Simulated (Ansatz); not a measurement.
Eu and the effect of the starting magnetic order

The structure is cubic, space group Im-3m (No. 229). Conventional cell: a = 4.606 Å, b = 4.606 Å, c = 4.606 Å, α = 90.00°, β = 90.00°, γ = 90.00°. Eu (site symmetry m-3m) is surrounded by 8 Eu at 3.99 Å.

Kept alike: task single point; functional PBEsol; k mesh 8 × 8 × 8; occupations fermi-dirac, width 0.05 eV. Program: Ansatz, Ansatz PAW, cutoff 420 eV. The mesh is that of the run's cell of 1 atom. No spin-orbit coupling.

```csv
starting magnetic order,largest site moment (μB),moment of the cell (μB),free energy over the lowest row (meV/atom)
"ferromagnetic start, larger moments",7.10,7.37,0.00
fm,7.10,7.37,0.00
random,7.10,7.37,0.00
spin off,0.00,0.00,7309.89
```

For a metal such a mesh leaves the last digits unconverged. Moments of the cell are magnitudes, and a label names the start alone. The runs hold the magnetic state that their start led to, which needn't be the lowest. The row without spin has no moments by construction. Site moments count inside each atom's sphere or projector. All rows use potentials made for PBE.

Task: What does the starting magnetic order change here?

Result: The largest site moment runs from 0.00 (spin off) to 7.10 μB (ferromagnetic start, larger moments; fm; random). The moment of the cell runs from 0.00 (spin off) to 7.37 μB (ferromagnetic start, larger moments; fm; random). The free energy is lowest at ferromagnetic start, larger moments; fm; random, and 7309.89 meV an atom higher at spin off. Starts that end at one energy have found one state: ferromagnetic start, larger moments; fm; random.
